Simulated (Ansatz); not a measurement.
# Cu3N (Pm-3m): equation of state with a fit in Python

Aim: an equation of state with a fit, for Cu3N (Pm-3m), run from a script.

The COD entry's cell or inner coordinates are ideal or old and differ from later refinements, so a difference from it is no clean test against experiment.

Program: Ansatz 0.2.0 through its Python package. Level of theory: DFT PBE, plane waves, PAW. These are calculated values, not measurements.

## (1) The structure

It takes space group Pm-3m (No. 221, cubic). Conventional cell: a = 3.807 Å, b = 3.807 Å, c = 3.807 Å, α = 90.00°, β = 90.00°, γ = 90.00°. Cu (site symmetry 4/mmm) has 2 N at 1.90 Å as nearest neighbours. N (site symmetry m-3m) has 6 Cu at 1.90 Å as nearest neighbours.

No structure file is read: the coordinates are typed or built in the script.

## (2) The code

eos.py

```python
'''Equation of state of Cu3N.'''

import logging
import sys
import warnings

import ansatz
import numpy as np

logging.basicConfig(stream=sys.stdout, format='%(levelname)s:%(name)s:%(message)s')
log = logging.getLogger('run')
log.setLevel(logging.INFO)

config = {
    'filling': 'Fixed',
    'scf_tol': 1e-08,
    'cutoff': 500,
    'kgrid': (5, 5, 5),
}

VECTORS = np.array([
    [3.807, 0.0, 0.0],
    [0.0, 3.807, 0.0],
    [0.0, 0.0, 3.807],
])
SITES = [
    ('Cu', (0.5, 0.0, 0.0)),
    ('Cu', (0.0, 0.5, 0.0)),
    ('Cu', (0.0, 0.0, 0.5)),
    ('N', (0.0, 0.0, 0.0)),
]


def crystal_on(cell):
    crystal = ansatz.Crystal(lattice=ansatz.Lattice.of(cell))
    for symbol, position in SITES:
        crystal = crystal.atom(symbol, position)
    return crystal

warnings.simplefilter('ignore', ansatz.DeckWarning)

# uniform scaling of the cell
volumes, energies, pressures = [], [], []
for scale in np.linspace(0.88, 1.12, 7):
    cell = VECTORS * scale ** (1 / 3)
    calculation = (
        crystal_on(cell).calculation()
        .occupations(config['filling'])
        .scf(tolerance=config['scf_tol'])
        .basis(config['cutoff'])
        .kpoints(*config['kgrid'])
        .stress()
    )
    summary = calculation.run(threads=1).report
    volumes.append(abs(np.linalg.det(cell)) / len(SITES))
    energies.append(summary['free_energy_ev'] / len(SITES))
    pressures.append(np.trace(summary['stress_gpa']) / 3)
    log.info(f'V = {volumes[-1]:8.4f} A^3/atom  F = {energies[-1]:.5f} eV/atom  P = {pressures[-1]:8.3f} GPa')

# third-order Birch-Murnaghan: a cubic in V^(-2/3)
x = np.array(volumes) ** (-2 / 3)
poly = np.polynomial.Polynomial.fit(x, energies, 3).convert()
roots = poly.deriv().roots()
x0 = min((r.real for r in roots if abs(r.imag) < 1e-9 and poly.deriv(2)(r.real) > 0), key=lambda r: abs(r - x.mean()))
v0 = x0 ** -1.5
b0 = 4 / 9 * poly.deriv(2)(x0) * v0 ** (-7 / 3) * 160.21766
b1 = 4 + 2 / 3 * x0 * poly.deriv(3)(x0) / poly.deriv(2)(x0)
log.info(f'V0 = {v0:.4f} A^3/atom, B0 = {b0:.1f} GPa, dB/dP = {b1:.2f}')
```

## (3) What the engine is handed

The package turns the script's settings into the engine's input (first run):

```yaml
crystal:
  lattice:
    - [3.6481870791676037, 0.0, 0.0]
    - [0.0, 3.6481870791676037, 0.0]
    - [0.0, 0.0, 3.6481870791676037]
  atoms:
    - { symbol: Cu, position: [0.5, 0.0, 0.0] }
    - { symbol: Cu, position: [0.0, 0.5, 0.0] }
    - { symbol: Cu, position: [0.0, 0.0, 0.5] }
    - { symbol: "N", position: [0.0, 0.0, 0.0] }
basis:
  ecutwfc: 500.0
kpoints:
  mp_grid:
    grid: [5, 5, 5]
scf:
  convergence:
    dr2_threshold: 1.0e-08
  occupations:
    method: fixed
output:
  stress: true
```

## (4) Running it

On the command line:

```console
$ python eos.py
```

**Question.** Where does the minimum lie against the volume typed, and how stiff is the crystal?

**Answer**, as computed:

| quantity | value |
| --- | --- |
| runs compared | 7 |
| range of energy | 115.94 meV/atom |
| lowest point, volume (Å³/atom) | 13.794 |
| equilibrium volume (fit) | 13.99 Å³/atom |
| bulk modulus (fit) | 116 GPa |

**Reading.** A third-order Birch-Murnaghan fit through the 7 points has its minimum at 13.99 Å³ an atom, 1.5 % above the typed cell, with a bulk modulus of 116 GPa and dB/dP = 4.7. From that minimum the energy rises by 117.0 meV an atom on the compressed side and 45.4 meV on the expanded side. What to keep in mind:
- No spin polarisation was allowed.
- For a gap this small the mesh is coarse, and bands can meet between its points.
- The program warned that this SCF threshold is loose for forces or stresses.
- Of the deposited cell: the entry's cell lengths or inner coordinates differ somewhat from later room-temperature determinations.
- Pressure is positive in compression.
- No functional is typed, so the default, PBE, holds.
